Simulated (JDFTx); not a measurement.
# Si in JDFTx: convergence with energy threshold

Input of the first run (energy threshold 0.001 Ha); the others differ in this setting and in those tied to it:

File Si.in:

```
lattice \
    7.2401406968    -3.6200703485     0.0000000000 \
    0.0000000000     6.2701457705     0.0000000000 \
    0.0000000000     0.0000000000    11.9669212312
coords-type Lattice
ion Si     0.6666666667     0.3333333333     0.9369905000 1
ion Si     0.3333333333     0.6666666667     0.4369905000 1
ion Si     0.6666666667     0.3333333333     0.5630095000 1
ion Si     0.3333333333     0.6666666667     0.0630095000 1

ion-species pseudo/Si.upf
elec-cutoff 40 320
elec-ex-corr gga-PBE
kpoint-folding 8 8 4
elec-smearing Fermi 0.0018374661
elec-n-bands 14
electronic-SCF nIterations 100 energyDiffThreshold 0.001
electronic-minimize nIterations 30 energyDiffThreshold 1e-7
forces-output-coords Cartesian

dump-name run.$VAR
dump End Ecomponents EigStats BandEigs Kpoints Forces Stress
```

Potentials or basis: SPMS-PBE-1.0 with smoothed tails.

The run is started by

```sh
$ jdftx -c 1 -i Si.in -o Si.out
```

This isn't the form of Si at room conditions, which is diamond.

Hardware: 1 thread of Arm Neoverse V2, with other jobs on the host.

| energy threshold | energy less the tightest run, at zero smearing (meV/atom) | pressure (GPa) | largest force (eV/Å) | SCF cycles | CPU time (s) | peak memory (GiB) |
| --- | --- | --- | --- | --- | --- | --- |
| 0.001 Ha | 0.02 | 1.28 | 0.010 | 5 | 77 | 0.36 |
| 0.0001 Ha | 0.02 | 1.28 | 0.010 | 5 | 77 | 0.36 |
| 1e-05 Ha | 0.00 | 1.36 | 0.007 | 7 | 90 | 0.37 |
| 1e-06 Ha | 0.00 | 1.37 | 0.006 | 8 | 98 | 0.37 |
| 1e-07 Ha | 0.00 | 1.36 | 0.007 | 10 | 110 | 0.37 |
| 1e-08 Ha | 0.00 | 1.36 | 0.007 | 13 | 130 | 0.37 |
| 1e-10 Ha | 0.00 | 1.36 | 0.007 | 18 | 170 | 0.36 |

Against the tightest run, the energy stays within 1 meV/atom from 0.001 Ha on; the pressure stays within 0.1 GPa from 0.001 Ha on; the largest force stays within 0.005 eV/Å from 0.001 Ha on. The tightest run that finished is the yardstick and may itself not be fully converged.
